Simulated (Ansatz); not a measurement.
Runs of Ansatz 0.2.0 on InP. It takes space group F-43m (No. 216, cubic). The conventional cell has a = 5.861 Å, b = 5.861 Å, c = 5.861 Å, α = 90.00°, β = 90.00°, γ = 90.00°. Around In (site symmetry -43m) lie 4 P at 2.54 Å. P (site symmetry -43m) has 4 In at 2.54 Å as nearest neighbours. 

```tsv
task	level	k mesh	cutoff (eV)	smearing	gap on the mesh (eV)	pressure (GPa)
single point	PBE	8 × 8 × 8	245	gaussian 0.026 eV	0.71	3.3
single point	PBE	8 × 8 × 8	245	gaussian 0.021 eV	0.71	3.3
phonons	PBEsol	6 × 6 × 6	265	fermi-dirac 0.05 eV	(b)	-
band structure	revPBE	8 × 8 × 8	244	fermi-dirac 0.05 eV	0.81	(a)
band structure	BLYP	8 × 8 × 8	245	fermi-dirac 0.05 eV	0.60	6.7
single point	PBE	8 × 8 × 8	245	gaussian 0.017 eV	0.71	3.3
single point	PBE	8 × 8 × 8	245	gaussian 0.015 eV	0.71	3.3
single point	PBE	8 × 8 × 8	245	gaussian 0.027 eV	0.71	3.3
```

Alike in all rows: potentials or basis all-electron LAPW, scalar-relativistic; no spin polarisation; cell as given; basis error allowed 0.001 eV/atom.

**Question.** Estimate the missing entries.

**Answer.** (a) 4.7; (b) 0.61.

Caveats: spin-orbit coupling is left out, which moves the levels of the heavy elements.

A k mesh can miss the band edges, and the runs leave out spin-orbit coupling on In.
